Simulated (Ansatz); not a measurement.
Be2C under changes of volume

One of the cells (6.765 Å³/atom); the others are scaled copies at fixed shape and fractional positions:

```
C Be
1.0
     0.00000    2.16500    2.16500
     2.16500    0.00000    2.16500
     2.16500    2.16500    0.00000
C Be
1 2
Direct
  0.00000 0.00000 0.00000
  0.75000 0.75000 0.75000
  0.25000 0.25000 0.25000
```

* Program: Ansatz 0.2.0
* Functional: PBEsol
* Potentials or basis: Ansatz PAW
* Cutoff: 420 eV (not typed: the program's choice for these potentials)
* k mesh: 11 × 11 × 11
* Occupations: fermi-dirac, width 0.05 eV
* Spin: no spin polarisation

| volume (Å³/atom) | energy over the lowest point (meV/atom) | pressure (GPa) | gap on the mesh (eV) |
| --- | --- | --- | --- |
| 6.359 | 10.12 | 10.8 | 1.20 |
| 6.495 | 3.05 | 5.9 | 1.19 |
| 6.630 | 0.00 | 1.4 | 1.18 |
| 6.765 | ? | ? | ? |
| 6.901 | 4.45 | -6.5 | 1.16 |
| 7.036 | 11.37 | -9.9 | 1.15 |
| 7.171 | 21.05 | -13.0 | 1.14 |

Q: What does the run at 6.765 Å³/atom give?

A: Energy over the lowest point 0.57 meV/atom; pressure -2.7 GPa; gap on the mesh 1.17 eV.

Worked out: A Birch-Murnaghan fit of order 3 (a polynomial in V^(-2/3)) to the other rows has its minimum at 6.68 Å³/atom with B0 = V·E''(V) = 206 GPa and B' = 3.4. It gives 0.55 meV/atom at 6.765 Å³/atom, against the run's 0.57, and -dE/dV = -2.7 GPa, against -2.7. A straight line through the other rows of the gap, of slope -0.499 eV per unit of ln V, gives 1.17 eV, against the run's 1.17.

Energies are extrapolated to zero smearing.

Caveats: odd divisions of the mesh miss points on the zone boundary, where band edges often lie, so the gap on the mesh can be too wide; the PAW data sets come from PBE, with cores solved anew for the run's functional, which leaves a small shift of forces and pressure.

A mesh can miss the band edges.
